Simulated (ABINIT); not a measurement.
## Quasiparticle gap of BAs (F-43m) in ABINIT

Aim: the G0W0 gap of BAs (F-43m) on PBE with spin-orbit coupling, step by step.

Main program and level: ABINIT 10.8.3; PBE and many-body steps on it, plane waves.

**Experimental background.**

- Gap 4.12 eV: direct gap from square of absorption coefficient, average of two samples; spectroscopic ellipsometry; 300 K; bulk crystal (CVT-grown opaque bulk crystals) (“Optical properties of cubic boron arsenide”, 2019, arxiv:1911.04914).

- Gap 1.82 eV: indirect optical gap from absorption edge; UV-visible absorption; 300 K; bulk crystal (single crystal grown by chemical vapor transport) (“Basic Physical Properties of Cubic Boron Arsenide”, 2019, arxiv:1911.11281).

- Gap 2.02 eV: indirect gap from square root of absorption coefficient, average of three samples; transmission and reflection spectroscopy; 300 K; bulk crystal (CVT-grown platelets about 10 um thick) (“Optical properties of cubic boron arsenide”, 2019, arxiv:1911.04914).

Report form: the programs' logs are mostly left out.

## 1. The structure

It takes space group F-43m (No. 216, cubic). The conventional cell has a = 4.777 Å, b = 4.777 Å, c = 4.777 Å, α = 90.00°, β = 90.00°, γ = 90.00°. Nearest to B lie 4 As at 2.07 Å. Nearest to As lie 4 B at 2.07 Å. Farther neighbours are not listed.

The cell and positions come from the Crystallography Open Database and are kept as given unless a step says otherwise.

## 2. Ground state

This step: ABINIT 10.8.3; DFT, PBE with spin-orbit coupling, plane waves, norm-conserving pseudopotentials.

The ground-state density comes first.

File run.abi:

```
acell 3*1.0 Angstrom
rprim 
  -0.000000000000 2.388500000000 2.388500000000
  2.388500000000 -0.000000000000 2.388500000000
  2.388500000000 2.388500000000 -0.000000000000
ntypat 2
znucl 5 33
natom 2
typat 1 2
xred 
  0.000000000000 0.000000000000 0.000000000000
  0.250000000000 0.250000000000 0.250000000000
pp_dirpath "pseudos"
pseudos "B.upf, As.upf"
ecut 44
nspinor 2
ngkpt 6 6 6
nshiftk 1
shiftk 0 0 0
kptopt 1
chksymbreak 0
nband 36
occopt 1
tolvrs 1e-10
nstep 60
prtwf 0
optforces 0
optstress 0
indata_prefix "in"
outdata_prefix "out"
tmpdata_prefix "tmp"
```

Launch:

```sh
$ OMP_NUM_THREADS=1 mpirun -n 4 abinit run.abi > log
```

The job ended after 58 s (4 MPI ranks of Arm Neoverse N1, shared host; peak memory 0.33 GiB).

This step gave:

```yaml
total_energy: -8385.2158 eV
gap: 1.226 eV
k_of_the_valence_top: 0, 0, 0
k_of_the_conduction_bottom: 0.3333, 0.3333, 0
least_direct_gap: 3.082 eV
```

The gap is indirect, with the least direct gap 1.86 eV higher.

## 3. Bands along the symmetry lines

Levels along a band path, at the cheap level, show where the edges lie and whether the meshes to come will hold them.

File run.abi:

```
acell 3*1.0 Angstrom
rprim 
  -0.000000000000 2.388500000000 2.388500000000
  2.388500000000 -0.000000000000 2.388500000000
  2.388500000000 2.388500000000 -0.000000000000
ntypat 2
znucl 5 33
natom 2
typat 1 2
xred 
  0.000000000000 0.000000000000 0.000000000000
  0.250000000000 0.250000000000 0.250000000000
pp_dirpath "pseudos"
pseudos "B.upf, As.upf"
ecut 44
nspinor 2
iscf -2
irdden 1
kptopt 0
nkpt 26
kpt 
  0.00000000 0.00000000 0.00000000
  -0.12500000 -0.12500000 0.00000000
  -0.25000000 -0.25000000 0.00000000
  -0.37500000 -0.37500000 0.00000000
  -0.50000000 -0.50000000 0.00000000
  -0.46875000 -0.46875000 0.06250000
  -0.43750000 -0.43750000 0.12500000
  -0.40625000 -0.40625000 0.18750000
  -0.37500000 -0.37500000 0.25000000
  -0.37500000 0.00000000 0.37500000
  -0.28125000 0.00000000 0.28125000
  -0.18750000 0.00000000 0.18750000
  -0.09375000 0.00000000 0.09375000
  0.00000000 0.00000000 0.00000000
  0.00000000 0.00000000 0.12500000
  0.00000000 0.00000000 0.25000000
  0.00000000 0.00000000 0.37500000
  -0.00000000 -0.00000000 0.50000000
  -0.12500000 -0.06250000 0.43750000
  -0.25000000 -0.12500000 0.37500000
  -0.37500000 -0.18750000 0.31250000
  -0.50000000 -0.25000000 0.25000000
  -0.50000000 -0.31250000 0.18750000
  -0.50000000 -0.37500000 0.12500000
  -0.50000000 -0.43750000 0.06250000
  -0.50000000 -0.50000000 0.00000000
istwfk *1
nband 42
nbdbuf 6
tolwfr 1e-08
nstep 40
prtwf 0
prtvol 0
indata_prefix "in"
outdata_prefix "out"
tmpdata_prefix "tmp"
```

Elapsed: 53 s, on 4 MPI ranks; peak memory 0.34 GiB; 3.5 min of CPU time.

This step gave:

```
gap                        : 1.141 eV
k of the valence top       : 0, 0, 0
k of the conduction bottom : -0.375, -0.375, 0
least direct gap           : 3.082 eV
```

The gap is 1.141 eV, −0.085 eV from the run before at this level.

The electronic bands at the labelled points (eV, zero at the top of the highest filled band):

```
    point  band 23  band 24  band 25  band 26  band 27  band 28  band 29  band 30
        Γ     0.00     0.00     0.00     0.00     3.08     3.08     3.30     3.30
  halfway    -2.83    -2.83    -2.70    -2.70     1.60     1.60     4.48     4.48
        X    -4.21    -4.21    -4.08    -4.08     1.39     1.39     1.39     1.39
  halfway    -5.00    -4.94    -3.99    -3.98     1.54     1.55     2.73     2.76
        U    -6.06    -5.96    -3.55    -3.55     1.99     2.00     5.48     5.51
jump to K    -6.06    -5.96    -3.55    -3.55     1.99     2.00     5.48     5.51
  halfway    -3.90    -3.80    -1.20    -1.20     3.91     3.93     4.84     4.85
        Γ     0.00     0.00     0.00     0.00     3.08     3.08     3.30     3.30
  halfway    -1.28    -1.28    -1.14    -1.14     3.01     3.01     4.54     4.54
        L    -1.96    -1.96    -1.81    -1.81     2.64     2.64     4.70     4.70
  halfway    -4.66    -4.58    -3.17    -3.10     3.91     3.92     4.67     4.77
        W    -5.63    -5.48    -5.25    -5.24     5.20     5.21     5.88     5.88
  halfway    -4.95    -4.85    -4.75    -4.73     2.81     2.86     2.95     2.95
        X    -4.21    -4.21    -4.08    -4.08     1.39     1.39     1.39     1.39
```

## 4. Empty states on the mesh, 6×6×6 mesh, 142 bands

The sums over transitions need many empty states on a uniform mesh; this step solves for them.

File run.abi:

```
acell 3*1.0 Angstrom
rprim 
  -0.000000000000 2.388500000000 2.388500000000
  2.388500000000 -0.000000000000 2.388500000000
  2.388500000000 2.388500000000 -0.000000000000
ntypat 2
znucl 5 33
natom 2
typat 1 2
xred 
  0.000000000000 0.000000000000 0.000000000000
  0.250000000000 0.250000000000 0.250000000000
pp_dirpath "pseudos"
pseudos "B.upf, As.upf"
ecut 44
nspinor 2
ngkpt 6 6 6
nshiftk 1
shiftk 0 0 0
kptopt 1
chksymbreak 0
iscf -2
irdden 1
istwfk *1
nband 142
nbdbuf 12
tolwfr 1e-09
nstep 60
prtvol 0
indata_prefix "in"
outdata_prefix "out"
tmpdata_prefix "tmp"
```

Run time: 2.9 min. Hardware: 4 MPI ranks; peak memory 0.47 GiB; 11 min of CPU time.

This step gave:

- gap: 1.226 eV
- k of the valence top: 0, 0, 0
- k of the conduction bottom: 0.3333, 0.3333, 0
- least direct gap: 3.082 eV
- k points computed: 16
- lowest point of the top converged band, above the valence top: 67.7482 eV

On this mesh the gap is 1.226 eV.

## 5. Screening, 6×6×6 mesh, 130 bands, screening to 149.7 eV

The RPA dielectric matrix is built and inverted for each q.

This step: RPA screening on PBE with spin-orbit coupling, plane waves, norm-conserving pseudopotentials.

Edit run.abi of step 4 so:

```diff
@@ -21,10 +21,11 @@
 chksymbreak 0
-iscf -2
-irdden 1
 istwfk *1
-nband 142
-nbdbuf 12
-tolwfr 1e-09
-nstep 60
-prtvol 0
+occopt 1
+irdwfk 1
+optdriver 3
+nband 130
+ecuteps 5.5
+inclvkb 0
+awtr 1
+symchi 1
 indata_prefix "in"
```

Elapsed: 20 min, on 4 MPI ranks; peak memory 2.2 GiB; 79 min of CPU time.

This step gave:

| Item | Value |
| --- | --- |
| ε∞ with local fields, on this mesh, along the program's q direction | 12.71 |
| the same without local fields | 13.94 |
| plasma frequency | 36.27 eV |
| plane waves in the screening matrix | 113 |

Local fields lower ε∞ by 9 %.

## 6. Self-energy, 6×6×6 mesh, 130 bands, screening to 149.7 eV

The self-energy is evaluated for the states that the input lists, and the levels follow from it, in one-shot runs by the linearised quasiparticle equation.

This step: G0W0 on PBE with spin-orbit coupling, plane waves, norm-conserving pseudopotentials.

Edit run.abi of step 5 so:

```diff
@@ -24,8 +24,17 @@
 irdwfk 1
-optdriver 3
+optdriver 4
 nband 130
+gwcalctyp 0
+ecutsigx 44
+symsigma 0
+nkptgw 2
+kptgw 
+  0.0000000000 0.0000000000 0.0000000000
+  0.3333333333 0.3333333333 0.0000000000
+bdgw 
+  23 32
+  23 30
 ecuteps 5.5
-inclvkb 0
-awtr 1
-symchi 1
+irdscr 1
+ppmodel 1
 indata_prefix "in"
```

Elapsed: 8.6 min, on 4 MPI ranks; peak memory 1.7 GiB.

This step gave:

| Quantity | Value |
| --- | --- |
| G0W0 gap on the points computed | 1.739 eV |
| starting gap on the mesh | 1.226 eV |
| k of the valence top | 0, 0, 0 |
| k of the conduction bottom | 0.3333, 0.3333, 0 |
| Z at the valence top | 0.809 |
| Z at the conduction bottom | 0.819 |
| least direct G0W0 gap on the computed points | 3.899 eV |

The gap on the mesh goes from 1.23 eV to 1.74 eV, a correction of +0.51 eV.

Limits: finite bands, cutoff and mesh; screening head approximate. v1 is the top filled band, c1 the lowest empty one. Levels before and after the correction, in eV, zero at the valence-band top of each column:

```
           conduction bottom  valence top
Kohn-Sham               1.23         0.00
     G0W0               1.74         0.00
```

```
                           level  energy (eV)
Kohn-Sham                Γ v3-v1        0.000
Kohn-Sham                Γ c1-c2        3.082
Kohn-Sham                   Γ c3        3.296
Kohn-Sham     (0.333 0.333 0) v3       -3.584
Kohn-Sham  (0.333 0.333 0) v2-v1       -3.453
Kohn-Sham  (0.333 0.333 0) c1-c2        1.226
Kohn-Sham     (0.333 0.333 0) c3        3.087
     G0W0                Γ v3-v1        0.000
     G0W0                Γ c1-c2        3.899
     G0W0                   Γ c3        4.080
     G0W0     (0.333 0.333 0) v3       -3.819
     G0W0  (0.333 0.333 0) v2-v1       -3.703
     G0W0  (0.333 0.333 0) c1-c2        1.739
     G0W0     (0.333 0.333 0) c3        3.621
```

## 7. Where the time went

Times are wall times on 4 MPI ranks of Arm Neoverse N1, shared host, good to a factor of about two.

```
                          step     time  share  memory (GiB)
                  ground state     58 s    3 %          0.33
bands along the symmetry lines     53 s    3 %          0.34
      empty states on the mesh  2.9 min    9 %          0.47
                     screening   20 min   60 %           2.2
                   self-energy  8.6 min   26 %           1.7
```

## 8. Summary of results

- PBE gap: 1.14 eV, indirect
- G0W0 gap on the mesh: 1.74 eV
- G0W0 gap over the zone (rigid shift): 1.65 eV
- GW settings: 6×6×6 mesh, 130 bands, screening to 149.7 eV, Godby-Needs plasmon pole
- known limits: not at the basis limit; screening head approximate

G0W0 moves the gap on the mesh from 1.23 eV to 1.74 eV (+0.51 eV), with Z of 0.81 and 0.82 at the edges. The mesh misses the band edges by 0.08 eV in all; a rigid shift gives 1.65 eV for the zone. Local fields lower the RPA ε∞ on this mesh from 13.94 to 12.71. Only 2 of the mesh's irreducible points were corrected, so a valley elsewhere could overtake. The dearest step here is «screening». Against experiment, by G0W0@PBE: the direct gap of 3.90 eV lies −0.22 eV from the measured 4.12 eV (direct, 300 K, 2019); the gap of 1.65 eV lies −0.17 eV from the measured 1.82 eV (indirect, 300 K, 2019); the gap of 1.65 eV lies −0.37 eV from the measured 2.02 eV (indirect, 300 K, 2019). An exciton line or allowed optical edge lies below the quasiparticle gap by the binding energy; a forbidden edge can push the onset above it. The calculation has static nuclei and no excitons; a measured gap holds zero-point and thermal motion, which mostly lowers it. Bands and cutoff are finite, so the gap is not at the basis limit. The miss can reach some tenths of an eV and take either sign; the mesh is an error of its own. In the G0W0 run levels were corrected at 2 k points alone, so a gap called «on the mesh» is the least over those, and an edge elsewhere would be missed. A denser mesh or path gives a starting gap of 1.14 eV: the GW mesh misses a band edge, so its gaps are not the fundamental one. The long-wavelength limit of the screening leaves out the non-local commutator, which shifts ε∞.

[Paths, hosts, dates, memory and timing lines, banners, echoed tables and standing remarks are left out of the program output.]

[Logs are printed without paths, hosts, clocks, repeated set-up lines and the standing remarks that a program may print on its own settings, such as how far it seeks lower states.]

[Runs of the session that timed out or met a known fault of the program may be left out.]

[Hosts, paths, dates, database ids (printed as entryN), source tags and the programs' standing remarks are cut or masked in the printed files.]

[G0W0 gaps are taken among the corrected bands and points alone; a level outside them can change the order at an edge.]

[Where Ansatz stands beside ABINIT at settings called matched, ABINIT's density can come from a denser mesh and the files from another edition; pairs whose starting gaps differed by over 0.03 eV were left out, so agreement reads better than it is.]
